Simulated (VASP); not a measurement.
Here is a VASP 6.6.1 calculation.

INCAR

```
PREC = Accurate
ENCUT = 520
EDIFF = 1E-7
ISMEAR = 0
SIGMA = 0.05
LREAL = F
LASPH = T
NELM = 100
ALGO = Fast
ISIF = 2
LWAVE = F
LCHARG = F
ISPIN = 2
MAGMOM = 2 -2 0 0
LORBIT = 11
LMAXMIX = 4
LDAU = T
LDAUTYPE = 2
LDAUL = 2 -1
LDAUU = 3 0
LDAUJ = 0 0
LDAUPRINT = 1
NBANDS = 27
```

The input KPOINTS:

```
regular mesh
0
Gamma
  8 8 8
```

The input POSCAR:

```
CoO
1.0
   -1.5080004400      1.5080004400      2.1072503600
    1.5080004400     -1.5080004400      2.1072503600
    3.0160008800      3.0160008800     -4.2145007200
Co O
2 2
Direct
    0.0000000000      0.0000000000      0.0000000000
    0.0000000000      0.0000000000      0.5000000000
    0.5000000000      0.5000000000      0.0000000000
    0.5000000000      0.5000000000      0.5000000000
```

Potentials or basis: VASP PAW LDA potentials, release 64 (Co, O).

Run with:

```bash
$ cat potpaw_LDA.64/Co/POTCAR potpaw_LDA.64/O/POTCAR > POTCAR
$ mpirun -np 1 vasp_std > vasp.out
```

Task: What does it give for the net moment?

Result: 0.00 μB per cell.

Task: Estimate the band gap on the k mesh.

Result: None (metal or under the smearing width).

Task: Estimate the pressure.

Result: -13.1 GPa.

Task: Predict the site moments.

Result: Co +2.62, -2.62; O +0.14, -0.14 μB.

Eigenvalues of the final occupation matrices:
```tsv
site	spin	trace	eigenvalues
site 1 d	1	4.89	0.96 0.96 0.97 0.98 1.01
site 1 d	2	2.32	0.12 0.13 0.17 0.95 0.95
site 2 d	1	2.32	0.12 0.13 0.17 0.95 0.95
site 2 d	2	4.89	0.96 0.96 0.97 0.98 1.01
```

The state reached can hang on the start; a lower one may exist.
